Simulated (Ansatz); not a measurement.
## Effective masses and thermopower of AlSb (F-43m)

Given:

```xyz
2
Lattice="0.0000 3.0435 3.0435 3.0435 0.0000 3.0435 3.0435 3.0435 0.0000" Properties=species:S:1:pos:R:3 pbc="T T T"
Al     0.0000     0.0000     0.0000
Sb     4.5653     4.5653     4.5653
```

The numbers are results of PBEsol with spin-orbit coupling, rigid bands (plane waves, PAW; Ansatz, a first-principles code), not measurements. Condition of this run: hydrostatic pressure 2 GPa (the target of the relaxation). How the cell was made: cell and atoms relaxed with PBEsol, then loaded as said.

```yaml
band_gap: 0.87 eV
electron conductivity mass (300 K, dilute): 0.36 mₑ
hole conductivity mass (300 K, dilute): 0.38 mₑ
effective density of states N_c (300 K): 4.2e19 cm⁻³
effective density of states N_v (300 K): 1.2e19 cm⁻³
density_of_states_mass_electrons: 1.40 mₑ
density_of_states_mass_holes: 0.62 mₑ
Seebeck coefficient, n-type 1e19 cm⁻³, 300 K: -318 μV/K
Seebeck coefficient, p-type 1e19 cm⁻³, 300 K: 239 μV/K
best p-type power factor at 300 K for τ = 10 fs (best axis; densities from 1e16 to 1e21 cm⁻³ tried, whether or not they can be reached): 5.3 μW/(cm·K²) at 3e19 cm⁻³
```

Rigid bands; masses and Seebeck coefficients take one relaxation time τ for all states and one kind of carrier; polarons and phonon drag are left out.
